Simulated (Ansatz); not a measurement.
CoSn₂: how the energy converges with the cutoff

CoSn₂, I4/mcm, a = 6.365 Å, c = 5.457 Å. The structure is a COD entry; whether it is the stable form wasn't checked. Ansatz: PBEsol, PAW, cutoff varied, Γ-centred 8×8×8 mesh on 6 atoms, Gaussian smearing 0.10 eV; no spin polarisation. Single points at one geometry, the cutoff alone changed; ΔE is the energy at zero smearing over the run at 850 eV (runs within 0.3 meV/atom of it are left out). The runs up to 380 eV lie under the cutoff recommended for these PAW datasets.

| cutoff (eV) | ΔE (meV/atom) |
| --- | --- |
| 150 | 61969.90 |
| 200 | 10560.29 |
| 250 | 1672.36 |
| 300 | 209.13 |
| 350 | 19.66 |
| 380 | 5.35 |
| 420 | 2.11 |
| 460 | 1.10 |
| 520 | 0.56 |
| 600 | ? |

Assume ΔE falls exponentially with the cutoff, fit y = ln ΔE against x, the cutoff in eV, to the other rows, and predict the missing value.

y = 11.034, 9.265, 7.422, 5.343, 2.979, 1.677, 0.747, 0.095, -0.580. Means x = 336.7, y = 4.2202; Σ(Δx)² = 120200, ΣΔxΔy = -4085; the slope is their ratio. y = 15.66 − 0.03399 x, a factor of ten per 68 eV. At 600 eV this gives ΔE = 0.01 meV/atom. The run gave 0.33, a ratio of 0.03. Between neighbouring rows the decay runs from a factor of ten per 49 eV to one per 348 eV, so one exponential is only a rough guide. The fast fall gives way to a slow tail, so a fit to low cutoffs promises convergence too early.